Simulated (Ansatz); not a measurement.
BeO (P6_3mc), Ansatz (an electronic-structure program) with PBEsol, rigid bands: N_c = 1.19e19 cm⁻³ at 300 K and an electron conductivity mass of 0.556 mₑ along z (a = (2.69, 0.00, 0.00) Å; b = (-1.35, 2.33, 0.00) Å; c = (0.00, 0.00, 4.37) Å).

Question: For 1e16 electrons per cm³ at 300 K, place the Fermi level, estimate the Seebeck coefficient of a parabolic band with constant τ, and give mobility and conductivity for τ = 20 fs.

Answer: The level lies k_BT ln(N_c/n) = 0.183 eV below the conduction-band minimum. S ≈ −(k_B/e)[ln(N_c/n) + 5/2] = -826 μV/K, against -823 μV/K from the full bands (mean over directions). μ = eτ/m = 63.3 cm²/(V·s) and σ = neμ = 0.101 S/cm. τ is assumed, not computed.

Band transport and this doping are assumed; polarons and phonon drag are left out. Spin-orbit coupling is left out.
